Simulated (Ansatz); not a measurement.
# InSb: a sweep of the smearing

An exercise on one series of results from a longer session: the logs are not shown, and one member is left open.

Method: DFT, PBE, all-electron LAPW, scalar-relativistic, in Ansatz 0.2.0.

1 further run of the same task is left out (set aside as unsound or not needed).

**The system as given**

The structure is cubic, space group F-43m (No. 216). The conventional cell has a = 6.638 Å, b = 6.638 Å, c = 6.638 Å, α = 90.00°, β = 90.00°, γ = 90.00°. Around In (site symmetry -43m) lie 4 Sb at 2.87 Å. Sb (site symmetry -43m) is surrounded by 4 In at 2.87 Å.

Structure file:

```
In Sb
1.0
     0.00000    3.31875    3.31875
     3.31875    0.00000    3.31875
     3.31875    3.31875    0.00000
In Sb
1 1
Direct
  0.00000 0.00000 0.00000
  0.25000 0.25000 0.25000
```

The cell was relaxed by PAW from a hypothetical start (zincblende type); it needn't be the stable phase of this composition.

Atoms are numbered in the order of the input: In1, Sb2.

The first run:

Contents of input.yaml:

```yaml
crystal:
  lattice:
    - [0.0, 3.3187520224, 3.3187520224]
    - [3.3187520224, 0.0, 3.3187520224]
    - [3.3187520224, 3.3187520224, 0.0]
  atoms:
    - { symbol: In, position: [0.0, 0.0, 0.0] }
    - { symbol: Sb, position: [0.25, 0.25, 0.25] }
kpoints:
  mp_grid: { grid: [9, 9, 9] }
scf:
  occupations: { method: gaussian, width: 0.05 }
hamiltonian:
  xc: pbe
  pseudopotentials: { kind: all_electron, lapw: { basis_error: 0.0005 } }
output:
  forces: true
  stress: true
  eigenvalues: true
```

Launch:

```sh
$ ansatz run input.yaml --threads 1 --pin off --max-ram 2048MiB --backend cpu --events-out ev --progress --plain --runs-dir out
```

Among the steps run: With Gaussian smearing of 0.05 eV; With cold smearing of 0.15 eV; With Fermi–Dirac smearing of 0.15 eV; With Gaussian smearing of 0.2 eV; With tetrahedron filling.

One table of the session follows, with a row left open; its other results are not shown here.

```
                       smearing  energy from the first row (meV/atom)
   Gaussian smearing of 0.05 eV                                  0.00
       cold smearing of 0.15 eV                                  0.16
Fermi–Dirac smearing of 0.15 eV                                  0.84
    Gaussian smearing of 0.2 eV                                     ?
            tetrahedron filling                                  0.03
```

Estimate the missing values for Gaussian smearing of 0.2 eV.

As computed: energy from the first row (meV/atom): -0.02. In the column «energy from the first row (meV/atom)» it is the lowest.

Energies are those extrapolated to zero smearing.

To keep in mind: Spin-orbit coupling is left out, though the cell holds Sb; in elements this heavy it can shift bands and gaps by tenths of an eV. Warnings in the runs' records: tetrahedron derivatives may miss energy slope, band table not solved further.
